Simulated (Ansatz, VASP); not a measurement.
**Cu: VASP beside Ansatz**

INCAR

```
PREC = Accurate
ENCUT = 520
EDIFF = 1E-6
ISMEAR = 1
SIGMA = 0.1
LREAL = F
LASPH = T
NELM = 60
ALGO = Normal
ISIF = 2
LWAVE = F
LCHARG = F
GGA = PS
NBANDS = 18
```

KPOINTS

```
Automatic mesh
0
Gamma
  6 6 3
```

Contents of POSCAR:

```
Cu
1.0
    2.5340970000      0.0000000000      0.0000000000
   -1.2670480000      2.1945920000      0.0000000000
    0.0000000000      0.0000000000      4.1125710000
Cu
2
Direct
    0.3333333333      0.6666666667      0.2500000000
    0.6666666667      0.3333333333      0.7500000000
```

Input for Ansatz:

```yaml
crystal:
  lattice:
    - [2.534097, 0.0, 0.0]
    - [-1.267048, 2.194592, 0.0]
    - [0.0, 0.0, 4.112571]
  atoms:
    - { symbol: Cu, position: [0.3333333333333333, 0.6666666666666666, 0.25] }
    - { symbol: Cu, position: [0.6666666666666666, 0.3333333333333333, 0.75] }
accuracy: medium
basis:
  ecutwfc: 630.0
kpoints:
  mp_grid:
    grid: [6, 6, 3]
hamiltonian:
  xc: pbesol
scf:
  mixing:
    algorithm: anderson
    beta: 0.3
  occupations:
    method: methfessel_paxton
    width: 0.1
output:
  stress: true
```

This isn't the form of Cu at room conditions, which is fcc.

Alike in both runs: task single point; functional PBEsol; k mesh 6 × 6 × 3; occupations methfessel-paxton of order 1, width 0.1 eV; no spin polarisation.

```csv
,VASP,Ansatz
version,VASP 6.6.1,Ansatz 0.2.0
potentials or method,"VASP PAW PBE potentials, release 64 (Cu)","plane waves, PAW"
plane-wave cutoff (eV),520,630
valence electrons in the cell,22,38
```

Ansatz gave:

| Quantity | Value |
| --- | --- |
| pressure (GPa) | -1.2 |
| largest component of the traceless stress (GPa) | 1.17 |

Task: What did VASP give for the same quantities?

Result: Pressure (GPa): -0.4; largest component of the traceless stress (GPa): 1.20.

With one functional, cell and mesh, what is left measures potentials, basis and numerics. The two sets of potentials don't hold the same shells in valence.

Caveats: the k mesh is coarse (spacing up to 0.51 Å⁻¹), so the values aren't converged; the PAW data sets were made with another functional, which shifts forces and pressure a little (VASP).
